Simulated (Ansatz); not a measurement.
Te2Mo under changes of volume

One of the cells (45.397 Å³/atom); the others are scaled copies at fixed shape and fractional positions:

```
CELL_PARAMETERS angstrom
3.56039 0.00000 0.00000
-1.78020 3.08339 0.00000
0.00000 0.00000 24.81126
ATOMIC_POSITIONS crystal
Te 0.33333 0.66667 0.22364
Te 0.66667 0.33333 0.92063
Te 0.66667 0.33333 0.77636
Te 0.33333 0.66667 0.07937
Mo 0.66667 0.33333 0.15154
Mo 0.33333 0.66667 0.84846
```

| Property | Result |
| --- | --- |
| Program | Ansatz 0.2.0 |
| Functional | LDA |
| Potentials or basis | all-electron LAPW, scalar-relativistic |
| Cutoff | 239 eV (chosen from the basis error) |
| Basis error allowed | 0.002 eV/atom |
| k mesh | 9 × 9 × 2 |
| Occupations | fermi-dirac, width 0.05 eV |
| Spin | no spin polarisation |

```csv
volume (Å³/atom),energy over the lowest point (meV/atom),gap on the mesh (eV),largest force (eV/Å)
42.673,?,?,?
43.581,0.00,1.08,0.287
44.489,5.53,1.05,0.123
45.397,17.25,1.02,0.408
46.305,34.46,0.99,0.670
47.213,56.57,0.96,0.911
48.120,83.03,0.94,1.133
```

Q: What does the run at 42.673 Å³/atom give?

A: Energy over the lowest point 1.41 meV/atom; gap on the mesh 1.12 eV; largest force 0.621 eV/Å.

Worked out: A Birch-Murnaghan fit of order 3 (a polynomial in V^(-2/3)) to the other rows has its minimum at 43.30 Å³/atom, just outside them, with B0 = V·E''(V) = 60 GPa and B' = 4.5 at fixed shape and positions, which overstates the stiffness. It gives 1.39 meV/atom at 42.673 Å³/atom, against the run's 1.41. A straight line through the other rows of the gap, of slope -1.44 eV per unit of ln V (its deformation potential), extrapolates to 1.11 eV, against the run's 1.12.

Energies are extrapolated to zero smearing.

Caveats: spin-orbit coupling is left out, which moves the levels of the heavy elements.

A mesh can miss the band edges.
